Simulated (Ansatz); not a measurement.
# Ir under changes of volume

One of the cells (14.059 Å³/atom); the others are scaled copies at fixed shape and fractional positions:

```
CELL_PARAMETERS angstrom
0.00000 1.91560 1.91560
1.91560 0.00000 1.91560
1.91560 1.91560 0.00000
ATOMIC_POSITIONS crystal
Ir 0.00000 0.00000 0.00000
```

* Program: Ansatz 0.2.0
* Functional: LDA
* Potentials or basis: all-electron LAPW, scalar-relativistic
* Cutoff: 284 eV (chosen from the basis error)
* Basis error allowed: 0.001 eV/atom
* k mesh: 12 × 12 × 12
* Occupations: fermi-dirac, width 0.05 eV
* Spin: no spin polarisation

| volume (Å³/atom) | energy over the lowest point (meV/atom) | pressure (GPa) |
| --- | --- | --- |
| 13.215 | 36.72 | 20.4 |
| 13.496 | ? | ? |
| 13.778 | 0.00 | 1.4 |
| 14.059 | 4.81 | -6.6 |
| 14.340 | 22.72 | -13.6 |
| 14.621 | 52.21 | -19.8 |
| 14.902 | 91.93 | -25.3 |

What does the run at 13.496 Å³/atom give?

Energy over the lowest point 10.00 meV/atom; pressure 10.3 GPa.

Worked out: A Birch-Murnaghan fit of order 3 (a polynomial in V^(-2/3)) to the other rows has its minimum at 13.82 Å³/atom with B0 = V·E''(V) = 406 GPa and B' = 5.0. It gives 10.01 meV/atom at 13.496 Å³/atom, against the run's 10.00, and -dE/dV = 10.3 GPa, against 10.3.

Energies are extrapolated to zero smearing.
